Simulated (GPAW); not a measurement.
# I in GPAW: convergence with plane-wave cutoff (eV)

Crystal: I.

```
I
1.0
     2.53835   -3.70662    0.00000
     2.53835    3.70662    0.00000
    -1.62087    0.00000    2.38110
I
1
Direct
  0.50000 0.50000 0.50000
```

* Program: GPAW 26.7.0
* Task: convergence study
* Functional: r2SCAN
* Potentials or basis: GPAW PAW data sets (gpaw-data 1.2.1)
* Cutoff: 200 eV
* Basis: pw
* k mesh: 6 × 6 × 8
* Occupations: fermi-dirac, width 0.05 eV
* Spin: no spin polarisation

These are the settings of the first run; the series varies plane-wave cutoff (eV), with any setting tied to it.

Hardware: 1 thread of Arm Neoverse V1 (shared host).

**Question.** The values tried are 200, 250, 300, 350, 400, 500, 600, 800, 1000, loosest first. From which on does the pressure stay within 0.1 GPa of the tightest run that finished?

**Answer.** From 250 on.

```
plane-wave cutoff (eV)  energy less the tightest run, at zero smearing (meV/atom)  pressure (GPa)  SCF cycles  CPU time (s)  peak memory (GiB)
                   200                                                       1.05            1.10          11            20               0.17
                   250                                                      -0.91            1.34          12            35               0.17
                   300                                                       0.67            1.21          12            36               0.18
                   350                                                       0.93            1.24          12            36               0.18
                   400                                                       0.57            1.24          12            55               0.19
                   500                                                       0.20            1.25          12            66               0.21
                   600                                                       0.07            1.25          12           120               0.22
                   800                                                      -0.02            1.25          12           130               0.26
                  1000                                                       0.00            1.25          12           240                0.3
```

Against the tightest run, the energy stays within 1 meV/atom from 250 on. The tightest run that finished is the yardstick and may itself not be fully converged.

Caveat, for the tightest run too: the PAW data sets were made with another functional, which shifts forces and pressure a little; an odd number of electrons without spin polarisation forces a metal; a magnetic or distorted state may lie lower. The run has no spin-orbit coupling, so splittings on I are missing.
